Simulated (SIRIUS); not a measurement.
The system is WC.

```
W C
1.0
     0.00000    2.19268    2.19268
     2.19268    0.00000    2.19268
     2.19268    2.19268    0.00000
W C
1 1
Cartesian
  0.0000 0.0000 0.0000
  2.1927 2.1927 2.1927
```

Measurements of this composition are mostly on another form, of space group No. 187.

```yaml
Program: SIRIUS 7.10.0
Task: single point
Functional: PBEsol
Potentials_or_basis: PseudoDojo 0.4.1 PBEsol standard (scalar relativistic)
Cutoff: 1127 eV
Density_cutoff: 4507 eV
k_mesh: 10 × 10 × 10
Occupations: fermi-dirac, width 0.05 eV
Spin: no spin polarisation
```

On this cell: pressure -9.9 GPa; largest force zero by symmetry; band gap on the k mesh none (metal or under the smearing width).

The same run follows on a disturbed copy (atoms moved at random, drawn with an rms of 0.05 Å):

```
W C
1.0
     0.00000    2.19268    2.19268
     2.19268    0.00000    2.19268
     2.19268    2.19268    0.00000
W C
1 1
Direct
  0.98258 0.99518 0.00280
  0.51745 0.50594 0.48678
```

Q: What does the disturbed cell give?

A: The energy (extrapolated to zero smearing) moves by +19.5 meV/atom; pressure -7.9 GPa; largest force 0.713 eV/Å; band gap on the k mesh none (metal or under the smearing width).

Forces on the atoms (eV/Å):
```
W   -0.077  0.280  0.652
C    0.077 -0.280 -0.652
```

Stress tensor (GPa, compression positive):
```
-9.93 -0.01  0.00
-0.01 -9.11 -0.01
 0.00 -0.01 -4.74
```
